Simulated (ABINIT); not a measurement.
Runs of ABINIT 10.8.3 (patched build) on Sb. Symmetry: R-3m, No. 166, trigonal system. The conventional cell has a = 4.308 Å, b = 4.308 Å, c = 11.274 Å, α = 90.00°, β = 90.00°, γ = 120.00°. Around Sb (site symmetry 3m) lie 3 Sb at 2.91 Å. 

```tsv
level	gap on the mesh (eV)	pressure (GPa)	largest force (eV/Å)
BLYP	none	(b)	0.14
WC	none	0.0	0.12
AM05	none	-0.1	0.08
RPBE	none	3.8	0.21
PBEsol	none	-0.2	0.11
PW91	none	2.5	0.15
SCAN	none	0.1	0.23
r2SCAN	none	1.5	(a)
LDA	none	-1.4	0.02
revPBE	none	3.4	0.20
```

Alike in all rows: task band structure; potentials or basis JTH PAW PBE v2.0; no spin polarisation; cell as given; k mesh 8 × 8 × 8; cutoff (eV) 517; smearing fermi-dirac 0.05 eV.

Question: Estimate the missing entries.

Answer: (a) 0.01; (b) 6.6.

Caveats: the PAW data sets were made with another functional, which shifts forces and pressure a little; spin-orbit coupling is left out, which moves the levels of the heavy elements.

A k mesh can miss the band edges, and the runs leave out spin-orbit coupling on Sb.

A gap of «none» marks a metal or a gap under the smearing width.

Runs at the PBE level aren't shown here.
